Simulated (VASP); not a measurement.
A run of VASP 6.6.1 is set up as follows.

The input POSCAR:

```
Si
1.0
    0.0000000000      2.7218511865      2.7218511865
    2.7218511865      0.0000000000      2.7218511865
    2.7218511865      2.7218511865      0.0000000000
Si
2
Direct
    0.5000000000      0.5000000000      0.5000000000
    0.7500000000      0.7500000000      0.7500000000
```

Contents of INCAR.step1:

```
ALGO = Normal ; EDIFF = 1E-5
ENCUT = 520 ; GGA = PE
ISIF = 2 ; ISMEAR = -1
LASPH = T ; LCHARG = F
LREAL = F ; LWAVE = T
NELM = 60 ; PREC = Accurate
SIGMA = 0.05
```

File INCAR.step2:

```
AEXX = 0.25 ; ALGO = Normal
EDIFF = 1E-6 ; ENCUT = 520
GGA = PS ; HFRCUT = -1
ISIF = 2 ; ISMEAR = -1
ISTART = 1 ; LASPH = T
LCHARG = F ; LHFCALC = T
LREAL = F ; LWAVE = F
NELM = 60 ; PREC = Accurate
PRECFOCK = Fast ; SIGMA = 0.05
```

The input KPOINTS:

```
k-points
0
Gamma
  4 4 4
```

Contents of KPOINTS_OPT:

```
path GXWKGLUWLK,UX
10
line-mode
reciprocal
 0.0000000000  0.0000000000  0.0000000000  G
 0.5000000000  0.0000000000  0.5000000000  X

 0.5000000000  0.0000000000  0.5000000000  X
 0.5000000000  0.2500000000  0.7500000000  W

 0.5000000000  0.2500000000  0.7500000000  W
 0.3750000000  0.3750000000  0.7500000000  K

 0.3750000000  0.3750000000  0.7500000000  K
 0.0000000000  0.0000000000  0.0000000000  G

 0.0000000000  0.0000000000  0.0000000000  G
 0.5000000000  0.5000000000  0.5000000000  L

 0.5000000000  0.5000000000  0.5000000000  L
 0.6250000000  0.2500000000  0.6250000000  U

 0.6250000000  0.2500000000  0.6250000000  U
 0.5000000000  0.2500000000  0.7500000000  W

 0.5000000000  0.2500000000  0.7500000000  W
 0.5000000000  0.5000000000  0.5000000000  L

 0.5000000000  0.5000000000  0.5000000000  L
 0.3750000000  0.3750000000  0.7500000000  K

 0.6250000000  0.2500000000  0.6250000000  U
 0.5000000000  0.0000000000  0.5000000000  X
```

Potentials or basis: VASP PAW PBE potentials, release 64 (Si).

Run with:

```console
$ cat potpaw_PBE.64/Si/POTCAR > POTCAR
$ cp INCAR.step1 INCAR
$ mpirun -np 1 vasp_std > vasp.out
$ cp INCAR.step2 INCAR
$ mpirun -np 1 vasp_std > vasp.out
```

Task: Estimate the pressure.

Result: -1.3 GPa.

Task: Predict the band gap along the path.

Result: 1.80 eV, indirect (least direct gap 4.01 eV).

Levels at the corners of the path, in eV from the valence-band top:
```csv
point,band 2,band 3,band 4,band 5,band 6,band 7
Γ,0.00,0.00,0.00,4.01,4.01,4.01
X,-8.72,-3.17,-3.17,1.94,1.94,12.16
X,-8.72,-3.17,-3.17,1.94,1.94,12.16
W,-8.53,-4.22,-4.22,5.70,5.70,6.65
W,-8.53,-4.22,-4.22,5.70,5.70,6.65
K,-8.05,-4.75,-2.70,2.47,5.61,9.34
K,-8.05,-4.75,-2.70,2.47,5.61,9.35
Γ,0.00,0.00,0.00,4.01,4.01,4.01
Γ,0.00,0.00,0.00,4.01,4.01,4.01
L,-7.78,-1.33,-1.33,2.90,4.83,4.83
L,-7.78,-1.33,-1.33,2.90,4.83,4.83
U,-8.05,-4.75,-2.70,2.47,5.61,9.43
U,-8.05,-4.75,-2.70,2.47,5.61,9.38
W,-8.53,-4.22,-4.22,5.70,5.70,6.65
W,-8.53,-4.22,-4.22,5.70,5.70,6.65
L,-7.78,-1.33,-1.33,2.90,4.83,4.83
L,-7.78,-1.33,-1.33,2.90,4.83,4.83
K,-8.05,-4.75,-2.70,2.47,5.61,9.34
U,-8.05,-4.75,-2.70,2.47,5.61,9.35
X,-8.72,-3.17,-3.17,1.94,1.94,12.17
```

Caveat: the k mesh is coarse (spacing up to 0.50 Å⁻¹), so the values aren't converged, least of all with exact exchange; the PAW data sets were made with another functional, which shifts forces and pressure a little; the mesh misses the band edges, which the band path finds closer together.
